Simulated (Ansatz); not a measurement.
Level of theory: Ansatz 0.2.0, DFT PBE, scalar-relativistic, plane waves, PAW. Settings: cutoff 420 eV, Γ-centred meshes spaced at most about 0.3 Å⁻¹ (2π included), Gaussian smearing. No spin polarisation.

Temperature and zero-point effects are left out.

Two relaxed structures of PbSe:

A.

```yaml
crystal:
  lattice:
    - [0.00000, 3.45036, 3.45036]
    - [3.45036, 0.00000, 3.45036]
    - [3.45036, 3.45036, 0.00000]
  atoms:
    - { symbol: Pb, position: [0.00000, 0.00000, 0.00000] }
    - { symbol: Se, position: [0.25000, 0.25000, 0.25000] }
```

B.

```yaml
crystal:
  lattice:
    - [4.26722, 0.00000, 0.00000]
    - [-2.13361, 3.69552, 0.00000]
    - [0.00000, 0.00000, 7.92769]
  atoms:
    - { symbol: Pb, position: [0.66667, 0.33333, 0.22786] }
    - { symbol: Pb, position: [0.33333, 0.66667, 0.72786] }
    - { symbol: Se, position: [0.00000, 0.00000, 0.52199] }
    - { symbol: Se, position: [0.00000, 0.00000, 0.02199] }
```

Question: Which form is favoured at zero pressure, and by what margin per atom?

Answer: B is lower, by 103 meV/atom. A has the zinc blende type, space group F-43m (No. 216), 41.1 Å³/atom and a gap of 0.67 eV on its mesh; B has space group P6_3mc (No. 186), 31.3 Å³/atom and a gap of 0.72 eV. Counting Se atoms around Pb (those within 1.25 times the shortest such distance or 1.15 times the sum of covalent radii; a plus sign parts nearer from farther groups), A has Pb 4 and B has Pb 3+3. The denser one is the lower, and pressure would at first widen the difference. Both come from invented guesses. Shaken at random and relaxed again, A falls into a cell with the rock salt type, space group Fm-3m (No. 225), 180 meV/atom lower and the lowest form computed, so it is a saddle point or a shallow minimum. Checks on B: phonons real on a 2×2×1 q mesh, imaginary between its points (to 6i cm⁻¹, which can come from the interpolation).

These runs have no spin–orbit coupling, which can matter for Pb. Kohn–Sham gaps at this level usually fall short of measured ones. The missing spin–orbit coupling can work the other way here. Cells without such a test can be saddle points. Some structure types and database cells were kept out of the candidates from the start, so a known form may be missing.
